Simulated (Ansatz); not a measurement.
Space group Pnma (No. 62). a = 5.022 Å, b = 3.730 Å, c = 7.077 Å, α = 90.00°, β = 90.00°, γ = 90.00°
```tsv
atom	site	symmetry	x	y	z
Si	4c	.m.	0.2868	0.7500	0.6147
Ni	4c	.m.	0.9594	0.7500	0.2038
Ni	4c	.m.	0.8306	0.7500	0.5603
```

Equation of state of this SiNi₂ structure (not necessarily the ground state), with shape and atoms relaxed at each volume where symmetry leaves them free. It has no gap at any of these volumes. The calculation used DFT PBE, scalar-relativistic, plane waves, PAW (Ansatz 0.2.0).

Plane waves to 420 eV, a k mesh through Γ of 8×10×6 on the computed 12-atom cell and Gaussian smearing (0.10 eV); no spin polarisation.

```
V (Å³/atom) E − E(largest V) (meV/atom) P (GPa)
      9.721                        69.14    33.08
     10.052                        12.10    22.43
     10.384                       -24.79    13.54
     10.715                       -44.92     6.14
     11.046                       -51.13     0.01
     11.378                       -45.66    -5.11
     11.709                       -30.49    -9.32
     12.151                         0.00   -12.64
```

Problem. Fit a third-order Birch–Murnaghan equation to E(V).

Solution. V0 = 11.05 Å³/atom, B0 = 183 GPa, B0' = 5.6.